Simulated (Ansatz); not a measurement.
**PbS: relaxation of cell and atoms with PBEsol**

Crystal: PbS.

```
CELL_PARAMETERS angstrom
2.07995 -5.99130 0.00000
2.07995 5.99130 0.00000
0.00000 0.00000 4.27932
ATOMIC_POSITIONS crystal
Pb 0.13056 0.86944 0.25000
Pb 0.86944 0.13056 0.75000
S 0.35480 0.64520 0.25000
S 0.64520 0.35480 0.75000
```

Measurements of this composition are mostly on another form, of space group No. 225.

```
Program             : Ansatz 0.2.0
Task                : relaxation of cell and atoms
Functional          : PBEsol
Potentials or basis : all-electron LAPW, scalar-relativistic
Basis error allowed : 0.002 eV/atom
k mesh              : 7 × 7 × 6
Occupations         : fermi-dirac, width 0.05 eV
Spin                : no spin polarisation
Target pressure     : 5 GPa
```

```json
{
  "Relaxed volume": "22.93 Å³/atom",
  "Relaxed cell": "a = 5.869 Å, b = 5.869 Å, c = 4.175 Å, α = 90.00°, β = 90.00°, γ = 140.37°",
  "Space group after relaxing (to 0.05 Å)": "Cmcm (No. 63)",
  "Energy change on relaxing (the enthalpy is what falls)": "+21.8 meV/atom",
  "Ionic steps": "7",
  "Pressure after relaxing": "5.0 GPa",
  "Band gap on the k mesh": "0.97 eV"
}
```

Step by step:
| step | energy change (eV) | largest force (eV/Å) | volume (Å³) |
| --- | --- | --- | --- |
| 1 | 0.0000 | 0.0341 | 106.65 |
| 2 | 0.0925 | 0.3564 | 93.05 |
| 3 | 0.0664 | 0.0830 | 92.59 |
| 4 | 0.0975 | 0.0465 | 91.48 |
| 5 | 0.0886 | 0.0100 | 91.70 |
| 6 | 0.0875 | 0.0007 | 91.73 |
| 7 | 0.0874 | 0.0008 | 91.73 |

Final structure:
```yaml
crystal:
  lattice:
    - [1.98958, -5.52144, 0.00000]
    - [1.98958, 5.52144, 0.00000]
    - [0.00000, 0.00000, 4.17533]
  atoms:
    - { symbol: Pb, position: [0.12205, 0.87795, 0.25000] }
    - { symbol: Pb, position: [0.87795, 0.12205, 0.75000] }
    - { symbol: S, position: [0.36366, 0.63634, 0.25000] }
    - { symbol: S, position: [0.63634, 0.36366, 0.75000] }
```

It took 2.8 min on 2 threads of Arm Neoverse V2 (shared host), peak memory 0.64 GiB.

Caveat: spin-orbit coupling is left out, which as a rule narrows the gap of such compounds by several tenths of an eV; an odd mesh through Γ misses points on the zone boundary, where band edges often lie.
